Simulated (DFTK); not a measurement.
Here is a DFTK 0.8.2 calculation.

File run.jl:

```julia
using DFTK
using PseudoPotentialData
using Unitful, UnitfulAtomic
using LinearAlgebra, Printf
using AtomsBase
include("save.jl")
disable_threading()

cell = [[0.0, 2.2535006075, 2.2535006075],
        [2.2535006075, 0.0, 2.2535006075],
        [2.2535006075, 2.2535006075, 0.0]]u"Å"
system = periodic_system([:Ga => [0.0, 0.0, 0.0],
                          :N => [0.25, 0.25, 0.25]],
                         cell; fractional=true)
lattice   = austrip.(hcat(cell_vectors(system)...))
symbols   = atomic_symbol(system, :) .|> Symbol
positions = [lattice \ austrip.(position(system, i)) for i in 1:length(system)]
pseudopotentials = PseudoFamily("cp2k.nc.sr.pbe.v0_1.largecore.gth")
elements = Dict(s => ElementPsp(s, pseudopotentials) for s in unique(symbols))
atoms    = [elements[s] for s in symbols]

build_model(lattice, positions; symmetries=true) =
    model_DFT(lattice, atoms, positions;
              functionals=[:mgga_x_tb09, :lda_c_pw],
              temperature=austrip(0.05u"eV"),
              smearing=Smearing.FermiDirac(),
              symmetries)
Ecut  = 78.0  # hartree
kgrid = [7, 7, 7]
tol   = 1e-6
to_GPa = ustrip(uconvert(u"GPa", 1u"hartree/bohr^3"))

model = build_model(lattice, positions)
basis = PlaneWaveBasis(model; Ecut, kgrid)
display(basis)
scfres = self_consistent_field(basis;
                               tol,
                               nbandsalg=AdaptiveBands(model; n_bands_converge=9),
                               solver=ScfAndersonSolver())
display(scfres.energies)
@printf "Fermi level: %.6f eV\n" ustrip(auconvert(u"eV", something(scfres.εF, NaN)))
println("Levels at the first k-point (eV): ", round.(ustrip.(auconvert.(u"eV", scfres.eigenvalues[1][1:scfres.n_bands_converge])); digits=4))
save_scf!(scfres)

points = Dict("G" => [0.0, 0.0, 0.0], "K" => [0.375, 0.375, 0.75], "L" => [0.5, 0.5, 0.5], "U" => [0.625, 0.25, 0.625], "W" => [0.5, 0.25, 0.75], "X" => [0.5, 0.0, 0.5])
segments = [("G", "X", 7), ("X", "W", 4), ("W", "K", 3), ("K", "G", 7), ("G", "L", 6), ("L", "U", 4), ("U", "W", 3), ("W", "L", 5), ("L", "K", 4), ("U", "X", 3)]
kcoords = vcat([[points[a] + t * (points[b] - points[a]) for t in range(0, 1, n)] for (a, b, n) in segments]...)
bands = compute_bands(scfres, ExplicitKpoints(kcoords); n_bands=11, tol=1e-5)
for (k, ε) in zip(bands.basis.kpoints, bands.eigenvalues)
    @printf "%d %8.4f %8.4f %8.4f " k.spin k.coordinate...
    println(join([@sprintf("%9.4f", e) for e in ustrip.(auconvert.(u"eV", ε .- scfres.εF))]))
end
results["band_energies"] = rows(bands.eigenvalues); results["band_kpoints"] = rows(kcoords)
```

Potentials or basis: cp2k.nc.sr.pbe.v0_1.largecore.gth (PBE, GTH, large core).

Launch:

```console
$ julia --threads=1 run.jl  # save.jl only writes the numbers to a file and isn't shown; printed stress counts tension as positive; times include loading and compiling
```

Q: Estimate the band gap on the k mesh.

A: 2.72 eV, direct.

Q: Estimate the band gap along the path.

A: 2.72 eV, direct.

Levels at the corners of the path, in eV from the valence-band top:
```csv
point,band 1,band 2,band 3,band 4,band 5,band 6,band 7,band 8,band 9
Γ,-16.03,0.00,0.00,0.00,2.72,11.05,11.05,11.05,18.24
X,-13.22,-5.87,-2.53,-2.53,3.95,7.37,12.91,15.27,15.27
W,-13.13,-5.27,-3.67,-3.37,6.86,9.67,11.13,11.65,16.38
K,-13.22,-5.49,-4.11,-2.03,5.62,8.90,12.05,13.87,14.42
Γ,-16.03,0.00,0.00,0.00,2.72,11.05,11.05,11.05,18.24
L,-13.90,-6.69,-0.89,-0.89,5.54,9.86,10.97,10.97,16.52
U,-13.22,-5.49,-4.11,-2.03,5.62,8.90,12.05,13.87,14.42
W,-13.13,-5.27,-3.67,-3.37,6.86,9.67,11.13,11.65,16.38
L,-13.90,-6.69,-0.89,-0.89,5.54,9.86,10.97,10.97,16.52
K,-13.22,-5.49,-4.11,-2.03,5.62,8.90,12.05,13.87,14.42
U,-13.22,-5.49,-4.11,-2.03,5.62,8.90,12.05,13.87,14.42
X,-13.22,-5.87,-2.53,-2.53,3.95,7.37,12.91,15.27,15.27
```

Caveat: the program leaves the constant c of mgga_x_tb09 at 1, so the potential is Becke-Johnson's (BJ06) and not Tran and Blaha's, with levels but no total energy; the cutoff is short for these potentials, so energies and forces aren't converged, fitted volumes are rough and the log's stress (off by 3 to 10 GPa or more in trials) isn't used; the program warned that the kinetic-energy density falls under its von Weizsäcker bound, which can give unphysical results; the potentials were made for another functional, which shifts forces and pressure; this set keeps more shells in the core, which shifts pressures and gaps.

**Experimental background.**

From a printed reference work, textbook, for a bulk crystal of GaN at 0 K: band gap 3.299 eV (direct).

Measured gap of GaN: 3.299 eV (direct; 0 K; a printed reference work, textbook). This calculation gives 2.72 eV (-0.58 eV). Spin-orbit coupling on Ga is left out. The value is that of BJ06, without temperature or zero-point motion. The cell is a database's relaxed one, not the measured one, which moves gaps too.
